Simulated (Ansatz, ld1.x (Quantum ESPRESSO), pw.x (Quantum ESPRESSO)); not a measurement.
pw.x on sc S: one setting changed

Potential: norm-conserving Troullier–Martins (Kleinman–Bylander form), ld1.x (Quantum ESPRESSO) 7.5, PBE; core [Ne], reference 3s2 3p4; waves: 3s (bound): rc 1.35 bohr; 3p (bound): rc 1.60 bohr; 3d channel at 0.25 Ry: rc 1.75 bohr; local part: all-electron potential smoothed inside 1.30 bohr (lloc = -2); core correction: none.

The reference run (k-mesh 13³, cutoffs 75/300 Ry, Fermi–Dirac 0.01 Ry, mixing_beta 0.4, conv_thr 1e-9, no spin) gives -1.03 GPa at 17.421 Å³/atom, where all-electron LAPW gives -0.69 GPa. This run, with its own iteration cap, changes k-mesh shift to 1.

```
&control
  calculation='scf', prefix='x', pseudo_dir='./', outdir='./tmp', tstress=.true., disk_io='none'
/
&system
  ibrav=0, nat=1, ntyp=1, ecutwfc=75, ecutrho=300, nbnd=10,
  occupations='smearing', smearing='fd', degauss=0.01
/
&electrons
  conv_thr=1e-09, mixing_beta=0.4, electron_maxstep=70
/
ATOMIC_SPECIES
S 1.0 S.UPF
CELL_PARAMETERS angstrom
  2.59233442 0.00000000 0.00000000
  0.00000000 2.59233442 0.00000000
  0.00000000 0.00000000 2.59233442
ATOMIC_POSITIONS crystal
S 0.0000 0.0000 0.0000
K_POINTS automatic
13 13 13 1 1 1
```

```bash
pw.x < S.scf.in > S.scf.out
```

Problem. How does the run end?

Solution. It converges in 6 iterations; the free energy moves by -2.3 meV/atom and the pressure by -0.31 GPa.

```
Message from routine setup:
     using ibrav=0 with symmetry is DISCOURAGED, use correct ibrav instead
     lattice parameter (alat)  =       4.8988  a.u.
     unit-cell volume          =     117.5627 (a.u.)^3
     number of electrons       =         6.00
     number of Kohn-Sham states=           10
     kinetic-energy cutoff     =      75.0000  Ry
     charge density cutoff     =     300.0000  Ry
     scf convergence threshold =      1.0E-09
     Exchange-correlation= PBE
     number of k points=    84  Fermi-Dirac smearing, width (Ry)=  0.0100
     iteration #  1     ecut=    75.00 Ry     beta= 0.40
     total energy              =     -20.40749946 Ry
     estimated scf accuracy    <       0.00161917 Ry
     iteration #  2     ecut=    75.00 Ry     beta= 0.40
     total energy              =     -20.40768243 Ry
     estimated scf accuracy    <       0.00060599 Ry
     iteration #  3     ecut=    75.00 Ry     beta= 0.40
     total energy              =     -20.40769675 Ry
     estimated scf accuracy    <       0.00000075 Ry
     iteration #  4     ecut=    75.00 Ry     beta= 0.40
     total energy              =     -20.40769700 Ry
     estimated scf accuracy    <       0.00000004 Ry
     iteration #  5     ecut=    75.00 Ry     beta= 0.40
     total energy              =     -20.40769702 Ry
     estimated scf accuracy    <          5.4E-09 Ry
     iteration #  6     ecut=    75.00 Ry     beta= 0.40
     the Fermi energy is     8.1938 ev
!    total energy              =     -20.40769702 Ry
     estimated scf accuracy    <          7.7E-11 Ry
     smearing contrib. (-TS)   =      -0.00199618 Ry
     The total energy is F=E-TS. E is the sum of the following terms:
     one-electron contribution =       3.40350138 Ry
     hartree contribution      =       1.47076783 Ry
     xc contribution           =      -4.42942176 Ry
     ewald contribution        =     -20.85054829 Ry
     convergence has been achieved in   6 iterations
          total   stress  (Ry/bohr**3)                   (kbar)     P=      -13.33
     Message from routine punch:
     Nothing written, as per user request (disk_io='none')
```

The run took about 8.5 s on one core of a shared host (Neoverse-V2, 96 threads, 742 GiB, load 83).
